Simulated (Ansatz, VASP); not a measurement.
**Ti in VASP and in Ansatz**

```
Ti
1.0
     0.00000    2.06981    2.06981
     2.06981    0.00000    2.06981
     2.06981    2.06981    0.00000
Ti
1
Direct
  0.00000 0.00000 0.00000
```

This isn't the form of Ti at room conditions, which is hcp.

Alike in both runs: task single point; functional revPBE; k mesh 11 × 11 × 11; occupations fermi-dirac, width 0.01 eV; no spin polarisation.

|  | VASP | Ansatz |
| --- | --- | --- |
| version | VASP 6.6.1 | Ansatz 0.2.0 |
| potentials or method | VASP PAW PBE potentials, release 64 (Ti_sv) | PseudoDojo stringent (PBEsol files) |
| plane-wave cutoff (eV) | 520 | 1143 |
| valence electrons in the cell | 12 | 12 |

|  | VASP | Ansatz | Ansatz less VASP |
| --- | --- | --- | --- |
| gap on the k mesh at the Fermi level (eV) | none | none | - |
| pressure (GPa) | -0.4 | -0.3 | +0.13 |

A gap of «none» marks a metal or a gap that the smearing closes. With one functional, cell and mesh, what is left measures potentials, basis and numerics.

Caveats: the PAW data sets were made with another functional, which shifts forces and pressure a little (VASP); the potentials were made for another functional, which shifts forces and pressure (Ansatz).
